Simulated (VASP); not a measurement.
# KF (Fm-3m) in VASP: a series of runs

Runs on KF. Level: LDA. Tasks: relaxation of cell and atoms, single point.

Program: VASP 6.6.1. These are calculated values, not measurements. Logs are shortened: lines on timing, memory, paths and dates and some standing lists are left out, and cuts for length are marked.

### 1 Starting point

It takes space group Fm-3m (No. 225, cubic). The conventional cell has a = 5.347 Å, b = 5.347 Å, c = 5.347 Å, α = 90.00°, β = 90.00°, γ = 90.00°. Around K (site symmetry m-3m) lie 6 F at 2.67 Å. Around F (site symmetry m-3m) lie 6 K at 2.67 Å.

### 2 Relaxation of cell and atoms, LDA

INCAR

```
SYSTEM = KF
PREC = Accurate ; ENCUT = 600
EDIFF = 1E-6 ; ISMEAR = 0
SIGMA = 0.02 ; LREAL = .FALSE.
LASPH = .TRUE. ; NELM = 100
ALGO = Fast ; ISIF = 3
LWAVE = .FALSE. ; LCHARG = .FALSE.
IBRION = 2 ; NSW = 100
EDIFFG = -0.005
```

KPOINTS

```
regular mesh
0
G
  8 8 8
  0 0 0
```

POSCAR

```
KF
1.0
    0.0000000000      2.6735000000      2.6735000000
    2.6735000000      0.0000000000      2.6735000000
    2.6735000000      2.6735000000      0.0000000000
K F
1 1
Direct
    0.0000000000      0.0000000000      0.0000000000
    0.5000000000      0.5000000000      0.5000000000
```

Potentials or basis: VASP PAW LDA potentials, release 64 (K_sv, F).

Started as:

```bash
> cat potpaw_LDA.64/K_sv/POTCAR potpaw_LDA.64/F/POTCAR > POTCAR
> mpirun -np 1 vasp_std > vasp.out
```

OUTCAR:

```text
SYSTEM = KF
   PREC = Accurate
   ENCUT = 600
   EDIFF = 1E-6
   ISMEAR = 0
   LREAL = .FALSE.
   LASPH = .TRUE.
   NELM = 100
   ISIF = 3
   IBRION = 2
   NSW = 100
   EDIFFG = -0.005

 ion  position               nearest neighbor table
   1  0.000  0.000  0.000-   2 2.67   2 2.67   2 2.67   2 2.67   2 2.67   2 2.67
   2  0.500  0.500  0.500-   1 2.67   1 2.67   1 2.67   1 2.67   1 2.67   1 2.67

  LATTYP: Found a face centered cubic cell.
 ALAT       =     5.3470000000

  Lattice vectors:

 A1 = (   0.0000000000,   2.6735000000,   2.6735000000)
 A2 = (   2.6735000000,   0.0000000000,   2.6735000000)
 A3 = (   2.6735000000,   2.6735000000,   0.0000000000)

Analysis of symmetry for initial positions (statically):
=====================================================================
 Subroutine PRICEL returns:
 Original cell was already a primitive cell.

 Routine SETGRP: Setting up the symmetry group for a
 face centered cubic supercell.

 Subroutine GETGRP returns: Found 48 space group operations
 (whereof 48 operations were pure point group operations)
 out of a pool of 48 trial point group operations.

The static configuration has the point symmetry O_h .

Analysis of symmetry for dynamics (positions and initial velocities):
=====================================================================
 Subroutine PRICEL returns:
 Original cell was already a primitive cell.

 Routine SETGRP: Setting up the symmetry group for a
 face centered cubic supercell.

 Subroutine GETGRP returns: Found 48 space group operations
 (whereof 48 operations were pure point group operations)
 out of a pool of 48 trial point group operations.

The dynamic configuration has the point symmetry O_h .

 Subroutine INISYM returns: Found 48 space group operations
 (whereof 48 operations are pure point group operations),
 and found     1 'primitive' translations

----------------------------------------------------------------------------------------

                                     Primitive cell

  volume of cell :      38.2182

  direct lattice vectors                    reciprocal lattice vectors
     0.000000000  2.673500000  2.673500000    -0.187020759  0.187020759  0.187020759
     2.673500000  0.000000000  2.673500000     0.187020759 -0.187020759  0.187020759
     2.673500000  2.673500000  0.000000000     0.187020759  0.187020759 -0.187020759

  length of vectors
     3.780899959  3.780899959  3.780899959     0.323929457  0.323929457  0.323929457

  position of ions in fractional coordinates (direct lattice)
     0.000000000  0.000000000  0.000000000
     0.500000000  0.500000000  0.500000000

  ion indices of the primitive-cell ions
   primitive index   ion index
                 1           1
                 2           2

----------------------------------------------------------------------------------------

 KPOINTS: regular mesh

Automatic generation of k-mesh.
 Grid dimensions read from file:
 generate k-points for:    8    8    8

 Generating k-lattice:

  Cartesian coordinates                     Fractional coordinates (reciprocal lattice)
    -0.023377595  0.023377595  0.023377595     0.125000000  0.000000000  0.000000000
     0.023377595 -0.023377595  0.023377595     0.000000000  0.125000000  0.000000000
     0.023377595  0.023377595 -0.023377595     0.000000000  0.000000000  0.125000000

  Length of vectors
     0.040491182  0.040491182  0.040491182

  Shift w.r.t. Gamma in fractional coordinates (k-lattice)
     0.000000000  0.000000000  0.000000000

 Subroutine IBZKPT returns following result:
 ===========================================

 Found     29 irreducible k-points:

 Following reciprocal coordinates:
            Coordinates               Weight
  0.000000  0.000000  0.000000      1.000000
  0.125000  0.000000  0.000000      8.000000
  0.250000  0.000000  0.000000      8.000000
  0.375000  0.000000  0.000000      8.000000
  0.500000  0.000000  0.000000      4.000000
  0.125000  0.125000  0.000000      6.000000
[... 16 lines left out ...]
  0.500000  0.250000  0.125000     48.000000
 -0.375000  0.250000  0.125000     24.000000
 [... further k-points ...]
   k-points           NKPTS =     29   k-points in BZ     NKDIM =     29   number of bands    NBANDS=     12
   number of dos      NEDOS =    301   number of ions     NIONS =      2
   total plane-waves  NPLWV =  27000
   dimension x,y,z NGX =    30 NGY =   30 NGZ =   30
   dimension x,y,z NGXF=    60 NGYF=   60 NGZF=   60
   ions per type =               1   1
   NGX,Y,Z   is equivalent  to a cutoff of  13.19, 13.19, 13.19 a.u.
   NGXF,Y,Z  is equivalent  to a cutoff of  26.38, 26.38, 26.38 a.u.
 SYSTEM =  KF
   PREC   = accura    normal or accurate (medium, high low for compatibility)
   ISTART =      0    job   : 0-new  1-cont  2-samecut
   ICHARG =      2    charge: 1-file 2-atom 10-const
   ISPIN  =      1    spin polarized calculation?
   LNONCOLLINEAR =      F non collinear calculations
   LSORBIT =      F    spin-orbit coupling
   LASPH  =      T    aspherical Exc in radial PAW
   ENCUT  =  600.0 eV  44.10 Ry    6.64 a.u.   7.55  7.55  7.55*2*pi/ulx,y,z
   NELM   =    100;   NELMIN=  2; NELMDL= -5     # of ELM steps
   EDIFF  = 0.1E-05   stopping-criterion for ELM
   LREAL  =      F    real-space projection
   EDIFFG = -.5E-02   stopping-criterion for IOM
   NSW    =    100    number of steps for IOM
   IBRION =      2    ionic relax: 0-MD 1-quasi-New 2-CG
   NFREE  =      1    steps in history (QN), initial steepest desc. (CG)
   ISIF   =      3    stress and relaxation
   ISYM   =      2    0-nonsym 1-usesym 2-fastsym
   POTIM  = 0.5000    time-step for ionic-motion
   TEBEG  =    0.0;   TEEND  =   0.0 temperature during run
   PSTRESS=    0.0 pullay stress
   NELECT =      16.0000    total number of electrons
   NUPDOWN=      -1.0000    fix difference up-down
   EMIN   =  10.00;   EMAX   =-10.00  energy-range for DOS
   EFERMI =   0.00;   METHOD = LEGACY
   ISMEAR =     0;   SIGMA  =   0.02  broadening in eV -4-tet -1-fermi 0-gaus
   EFERMI_NEDOS =   21; number of points for ismear=-14 and -15
   IALGO  =     68    algorithm
   IMIX   =      4    mixing-type and parameters
     AMIX     =   0.40;   BMIX     =  1.00
     AMIX_MAG =   1.60;   BMIX_MAG =  1.00
  volume/ion in A,a.u.               =      19.11       128.95
  Fermi-wavevector in a.u.,A,eV,Ry     =   1.224686  2.314320 20.406766  1.499855
  Thomas-Fermi vector in A             =   2.359751
   LORBIT       =      0    0 simple, 1 ext, 2 COOP (PROOUT), +10 PAW based schemes
   GGA     = CA    functional components
   LHFCALC =     F    Hartree Fock is set to
   AEXX    =    0.0000 exact exchange contribution
   IVDW    =     0    specifies the selected vdW correction
   LEPSILON=     F    determine dielectric tensor
   LRPA    =     F    only Hartree local field effects (RPA)
 conjugate gradient relaxation of ions
 non-spin polarized calculation
 RMM-DIIS sequential band-by-band and
 Gauss-broadening in eV      SIGMA  =   0.02
  energy-cutoff  :      600.00
  volume of cell :       38.22
 maximum number of plane-waves:      1298
   NGX = 15   NGY = 15   NGZ = 15

--------------------------------------- Ionic step        1  -------------------------------------------

 number of electron      15.9999996 magnetization

 Free energy of the ion-electron system (eV)
  ---------------------------------------------------
  ext. energy  EPLUGINS =         0.00000000
  ---------------------------------------------------
  free energy    TOTEN  =        -9.03457261 eV

  energy without entropy =       -9.03457261  energy(sigma->0) =       -9.03457261

------------------------ aborting loop because EDIFF is reached ----------------------------------------

  FORCE on cell =-STRESS in cart. coord.  units (eV):
  Direction    XX          YY          ZZ          XY          YZ          ZX
  --------------------------------------------------------------------------------------
  -------------------------------------------------------------------------------------
  Total       -0.8491748     -0.8491748     -0.8491748     -0.0000000     -0.0000000     -0.0000000
  in kB      -35.5989425    -35.5989425    -35.5989425     -0.0000000     -0.0000000     -0.0000000
  external PRESSURE =     -35.5989425 kB  Pullay stress =       0.0000000 kB

 VOLUME and BASIS-vectors are now :
 -----------------------------------------------------------------------------
  energy-cutoff  :      600.00
  volume of cell :       38.22
      direct lattice vectors                 reciprocal lattice vectors
     0.000000000  2.673500000  2.673500000    -0.187020759  0.187020759  0.187020759
     2.673500000  0.000000000  2.673500000     0.187020759 -0.187020759  0.187020759
     2.673500000  2.673500000  0.000000000     0.187020759  0.187020759 -0.187020759
[... 37 lines left out ...]
 POSITION                                       TOTAL-FORCE (eV/Angst)
 -----------------------------------------------------------------------------------
      2.61874      5.23748      2.61874        -0.000000     -0.000000     -0.000000
      2.61874      2.61874      2.61874         0.000000      0.000000      0.000000
 -----------------------------------------------------------------------------------
    total drift:                                0.000000      0.000000      0.000000

  FREE ENERGIE OF THE ION-ELECTRON SYSTEM (eV)
  ---------------------------------------------------
  free  energy   TOTEN  =        -9.0722380283 eV

  energy  without entropy=       -9.0722380283  energy(sigma->0) =       -9.07223803

--------------------------------------- Ionic step        3  -------------------------------------------

 number of electron      16.0000002 magnetization

 Free energy of the ion-electron system (eV)
  ---------------------------------------------------
  ext. energy  EPLUGINS =         0.00000000
  ---------------------------------------------------
  free energy    TOTEN  =        -9.07973706 eV

  energy without entropy =       -9.07973706  energy(sigma->0) =       -9.07973706

 E-fermi :  -2.8433     XC(G=0):  -9.6025

 val. band max:       -2.9352164580   @ k =   0.0000   0.0000   0.0000
 cond. band min:       3.4025064913   @ k =   0.0000   0.0000   0.0000
 fundamental gap:      6.3377229493
 Fermi energy:        -2.8432837375

 k-point     1 :       0.0000    0.0000    0.0000
  band No.  band energies     occupation
      1     -28.3192      2.00000
      2     -21.2028      2.00000
      3     -11.6959      2.00000
      4     -11.6959      2.00000
      5     -11.6959      2.00000
      6      -2.9352      2.00000
      7      -2.9352      2.00000
      8      -2.9352      2.00000
      9       3.4025      0.00000
     10       7.8391      0.00000
     11       7.8391      0.00000
     12       7.8391      0.00000

 k-point     2 :       0.1250    0.0000    0.0000
  band No.  band energies     occupation
      1     -28.2952      2.00000
      2     -21.2276      2.00000
      3     -11.7488      2.00000
      4     -11.7025      2.00000
      5     -11.7025      2.00000
      6      -3.1103      2.00000
      7      -3.0065      2.00000
      8      -3.0065      2.00000
      9       3.8843      0.00000
     10       7.5513      0.00000
     11       8.0801      0.00000
     12       8.0801      0.00000
[... 316 lines left out ...]
 k-point    24 :      -0.3750    0.2500    0.1250
  band No.  band energies     occupation
      1     -28.1311      2.00000
      2     -21.3397      2.00000
      3     -12.1458      2.00000
      4     -12.0179      2.00000
      5     -11.7885      2.00000
      6      -3.6180      2.00000
      7      -3.2742      2.00000
      8      -3.2262      2.00000
      9       6.5631      0.00000
     10       7.3225      0.00000
     11       9.2012      0.00000
     12      10.2381      0.00000

 [... further k-points ...]

------------------------ aborting loop because EDIFF is reached ----------------------------------------

  FORCE on cell =-STRESS in cart. coord.  units (eV):
  Direction    XX          YY          ZZ          XY          YZ          ZX
  --------------------------------------------------------------------------------------
  -------------------------------------------------------------------------------------
  Total        0.0001692      0.0001692      0.0001692     -0.0000000      0.0000000     -0.0000000
  in kB        0.0078632      0.0078632      0.0078632     -0.0000000      0.0000000     -0.0000000
  external PRESSURE =       0.0078632 kB  Pullay stress =       0.0000000 kB

 VOLUME and BASIS-vectors are now :
 -----------------------------------------------------------------------------
  energy-cutoff  :      600.00
  volume of cell :       34.48
      direct lattice vectors                 reciprocal lattice vectors
    -0.000000000  2.583230745  2.583230745    -0.193556074  0.193556074  0.193556074
     2.583230745 -0.000000000  2.583230745     0.193556074 -0.193556074  0.193556074
     2.583230745  2.583230745 -0.000000000     0.193556074  0.193556074 -0.193556074

 POSITION                                       TOTAL-FORCE (eV/Angst)
 -----------------------------------------------------------------------------------
      0.00000     -0.00000      0.00000         0.000000     -0.000000     -0.000000
      2.58323      2.58323      2.58323        -0.000000      0.000000      0.000000
 -----------------------------------------------------------------------------------
    total drift:                                0.000000      0.000000      0.000000

  FREE ENERGIE OF THE ION-ELECTRON SYSTEM (eV)
  ---------------------------------------------------
  free  energy   TOTEN  =        -9.0797370572 eV

  energy  without entropy=       -9.0797370572  energy(sigma->0) =       -9.07973706

 reached required accuracy - stopping structural energy minimisation
```

Wall time 54 s (1 thread of AMD EPYC 7R13 (Zen 3), shared host); peak memory 0.14 GiB.

Results:

```yaml
Free_energy: -9.0797 eV
Relaxed_volume: 17.24 Å³/atom
Relaxed_cell: a = 3.653 Å, b = 3.653 Å, c = 3.653 Å, α = 60.00°, β = 60.00°, γ = 60.00°
Space_group_after_relaxing_to_0.05_Å: Fm-3m (No. 225)
Energy_gained_by_relaxing: 22.6 meV/atom
Ionic_steps: 3
Pressure_after_relaxing: 0.0 GPa
Band_gap_on_the_k_mesh: 6.34 eV, direct
```

The path:
```
step  energy change (eV)  largest force (eV/Å)  pressure (GPa)  volume (Å³)
   1              0.0000                0.0000           -3.56        38.22
   2             -0.0377                0.0000           -1.62        35.92
   3             -0.0452                0.0000            0.00        34.48
```

Final structure:
```yaml
crystal:
  lattice:
    - [0.00000, 2.58323, 2.58323]
    - [2.58323, 0.00000, 2.58323]
    - [2.58323, 2.58323, 0.00000]
  atoms:
    - { symbol: K, position: [0.00000, 0.00000, 0.00000] }
    - { symbol: F, position: [0.50000, 0.50000, 0.50000] }
```

Levels at points of the mesh, in eV from the valence-band top:
```tsv
k point	band 4	band 5	band 6	band 7	band 8	band 9	band 10	band 11	band 12
(0.00, 0.00, 0.00)	-8.76	-8.76	0.00	0.00	0.00	6.34	10.77	10.77	10.77
(0.50, 0.00, 0.00)	-8.80	-8.80	-0.97	-0.46	-0.46	9.20	10.98	12.45	12.45
(0.50, 0.50, 0.00)	-9.07	-9.07	-0.14	-0.02	-0.02	7.95	10.70	12.21	14.13
```

A k mesh can miss the band edges. Zero-point motion and thermal expansion aren't in these numbers.

### 3 Single point, LDA (cell and atoms relaxed tightly for response)

INCAR

```
  PREC = Accurate
  ENCUT = 520
  EDIFF = 1E-6
  ISMEAR = 0
  SIGMA = 0.01
  LREAL = False
  LASPH = True
  NELM = 100
  ALGO = Normal
  ISIF = 2
  LWAVE = False
  LCHARG = True
  GGA = CA
  LELF = True
  LVHAR = True
  NBANDS = 15
```

KPOINTS

```
regular mesh
0
Gamma
  8 8 8
```

POSCAR

```
KF
1.0
    0.0000000000      2.5810698808      2.5810698808
    2.5810698808      0.0000000000      2.5810698808
    2.5810698808      2.5810698808      0.0000000000
K F
1 1
Direct
    0.0000000000      0.0000000000      0.0000000000
    0.5000000000      0.5000000000      0.5000000000
```

Potentials or basis: VASP PAW LDA potentials, release 64 (K_sv, F).

Started as:

```bash
> cat potpaw_LDA.64/K_sv/POTCAR potpaw_LDA.64/F/POTCAR > POTCAR
> mpirun -np 1 vasp_std > vasp.out
```

Run time: 13 s. Hardware: 1 thread of AMD EPYC 7R13 (Zen 3), shared host; peak memory 0.11 GiB.

Results (log left out):

```yaml
Free_energy: -9.0714 eV
Pressure: 0.2 GPa
Band_gap_on_the_k_mesh: 6.35 eV, direct
```

Levels at points of the mesh, in eV from the valence-band top:
| k point | band 6 | band 7 | band 8 | band 9 | band 10 | band 11 |
| --- | --- | --- | --- | --- | --- | --- |
| (0.00, 0.00, 0.00) | 0.00 | 0.00 | 0.00 | 6.35 | 10.78 | 10.78 |
| (0.50, 0.00, 0.00) | -0.97 | -0.47 | -0.47 | 9.20 | 11.00 | 12.46 |
| (0.50, 0.50, 0.00) | -0.14 | -0.02 | -0.02 | 7.95 | 10.71 | 12.23 |

A k mesh can miss the band edges.

### 4 Relaxation of cell and atoms, LDA (cell and atoms relaxed tightly for response)

INCAR

```
SYSTEM = KF
ALGO = Normal
EDIFF = 1E-6
EDIFFG = -0.001
ENCUT = 600
IBRION = 2
ISIF = 3
ISMEAR = 0
LASPH = .True.
LCHARG = .False.
LREAL = .False.
LWAVE = .False.
NELM = 100
NSW = 80
PREC = Accurate
SIGMA = 0.01
```

KPOINTS

```
k-points
0
Gamma
  8 8 8
  0 0 0
```

POSCAR

```
KF
1.0
    0.0000000000      2.5812828431      2.5812828431
    2.5812828431      0.0000000000      2.5812828431
    2.5812828431      2.5812828431      0.0000000000
K F
1 1
Direct
    0.0000000000      0.0000000000      0.0000000000
    0.5000000000      0.5000000000      0.5000000000
```

Started as:

```bash
> cat potpaw_LDA.64/K_sv/POTCAR potpaw_LDA.64/F/POTCAR > POTCAR
> mpirun -np 1 vasp_std > vasp.out
```

It took 29 s on 1 thread of AMD EPYC 7R13 (Zen 3), shared host; peak memory 0.13 GiB.

It converged, with:

- Free energy: -9.0735 eV
- Relaxed volume: 17.27 Å³/atom
- Relaxed cell: a = 3.655 Å, b = 3.655 Å, c = 3.655 Å, α = 60.00°, β = 60.00°, γ = 60.00°
- Space group after relaxing (to 0.05 Å): Fm-3m (No. 225)
- Energy gained by relaxing: 0.0 meV/atom
- Ionic steps: 3
- Pressure after relaxing: 0.0 GPa
- Band gap on the k mesh: 6.33 eV, direct

Final structure:
```
K F
1.0
     0.00000    2.58478    2.58478
     2.58478    0.00000    2.58478
     2.58478    2.58478    0.00000
K F
1 1
Direct
  0.00000 0.00000 0.00000
  0.50000 0.50000 0.50000
```

Levels at points of the mesh, in eV from the valence-band top:
| k point | band 6 | band 7 | band 8 | band 9 | band 10 | band 11 |
| --- | --- | --- | --- | --- | --- | --- |
| (0.00, 0.00, 0.00) | 0.00 | 0.00 | 0.00 | 6.33 | 10.77 | 10.77 |
| (0.50, 0.00, 0.00) | -0.97 | -0.46 | -0.46 | 9.19 | 10.97 | 12.44 |
| (0.50, 0.50, 0.00) | -0.14 | -0.02 | -0.02 | 7.95 | 10.69 | 12.20 |

A k mesh can miss the band edges.

(Part 1 of 2 ends here.)
